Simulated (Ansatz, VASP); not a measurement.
# One calculation of Bi, two programs

File INCAR:

```
SYSTEM = Bi
ALGO     = Fast           ! electronic algorithm
EDIFF    = 1E-6           ! SCF threshold, eV
ENCUT    = 520            ! plane-wave cutoff, eV
GGA      = PS             ! functional
ISIF     = 2              ! what is computed and relaxed
ISMEAR   = -1             ! smearing method
LASPH    = .True.         ! aspherical terms in the spheres
LCHARG   = .False.        ! write CHGCAR
LREAL    = .False.        ! projectors in reciprocal space
LWAVE    = .False.        ! write WAVECAR
NBANDS   = 22             ! bands
NELM     = 80             ! most SCF steps
PREC     = Accurate       ! precision mode
SIGMA    = 0.05           ! smearing width, eV
```

Contents of KPOINTS:

```
k-points
0
Gamma
  6 6 9
  0 0 0
```

The input POSCAR:

```
Bi
1.0
    3.4651838851     -3.1115533531      0.0000000000
    3.4651838851      3.1115533531      0.0000000000
   -1.2517767921      0.0000000000      3.0926530616
Bi
2
Direct
    0.7530610000      0.7530610000      0.8573820000
    0.2469390000      0.2469390000      0.1426180000
```

The input input.yaml:

```yaml
crystal:
  lattice:
    - [3.4651838851, -3.1115533531, 0.0]
    - [3.4651838851, 3.1115533531, 0.0]
    - [-1.2517767921, 0.0, 3.0926530616]
  atoms:
    - { symbol: Bi, position: [0.753061, 0.753061, 0.857382] }
    - { symbol: Bi, position: [0.246939, 0.246939, 0.142618] }
kpoints:
  mp_grid: { grid: [6, 6, 9] }
scf:
  occupations: { method: fermi_dirac, width: 0.05 }
hamiltonian:
  xc: pbesol
  pseudopotentials: { kind: all_electron, lapw: { basis_error: 0.0005 } }
output:
  forces: true
  stress: true
  eigenvalues: true
```

Change from the starting cell: volume scaled by 0.98.

Alike in both runs: task single point; functional PBEsol; k mesh 6 × 6 × 9; occupations fermi-dirac, width 0.05 eV; no spin polarisation.

|  | VASP | Ansatz |
| --- | --- | --- |
| version | VASP 6.6.1 | Ansatz 0.2.0 |
| potentials or method | VASP PAW PBE potentials, release 64 (Bi_d) | all-electron LAPW, scalar-relativistic |
| plane-wave cutoff (eV) | 520 | see its input |

VASP gave:

```
gap on the k mesh at the Fermi level (eV)       : none
pressure (GPa)                                  : -1.6
largest component of the traceless stress (GPa) : 0.74
rms of the force components (eV/Å)              : 0.017
```

Task: Estimate Ansatz's values.

Result: gap on the k mesh at the Fermi level (eV): none; pressure (GPa): -1.5; largest component of the traceless stress (GPa): 0.73; rms of the force components (eV/Å): 0.018.

Atom by atom the forces differ by 0.001 eV/Å (rms over components). A gap of «none» marks a metal or a gap that the smearing closes. Ansatz ran all-electron here, so the differences hold the error of VASP's frozen core and of both bases.

Caveats: spin-orbit coupling is left out, which moves the levels of the heavy elements; the PAW data sets were made with another functional, which shifts forces and pressure a little (VASP).
